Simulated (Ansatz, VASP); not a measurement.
# Sb in VASP and in Ansatz

```
CELL_PARAMETERS angstrom
3.11046 0.00000 0.00000
0.00000 3.11046 0.00000
0.00000 0.00000 3.11046
ATOMIC_POSITIONS crystal
Sb 0.00000 0.00000 0.00000
```

This isn't the form of Sb at room conditions, which is rhombohedral.

Alike in both runs: functional PBE; k mesh 14 × 14 × 14; occupations gaussian, width 0.1 eV; no spin polarisation.

Ansatz relaxed the structure, and its values are those at the end. VASP's run is a single point on that final structure, the one shown.

|  | VASP | Ansatz |
| --- | --- | --- |
| version | VASP 6.6.1 | Ansatz 0.2.0 |
| potentials or method | VASP PAW PBE potentials, release 64 (Sb) | scalar-relativistic, plane waves, PAW |
| plane-wave cutoff (eV) | 520 | 420 |
| valence electrons in the cell | 5 | 15 |

|  | VASP | Ansatz | Ansatz less VASP |
| --- | --- | --- | --- |
| gap on the k mesh at the Fermi level (eV) | none | none | - |
| pressure (GPa) | 0.0 | 0.0 | +0.03 |

A gap of «none» marks a metal or a gap that the smearing closes. The two sets of potentials don't hold the same shells in valence.

Spin-orbit coupling is left out, which matters for the levels of Sb.
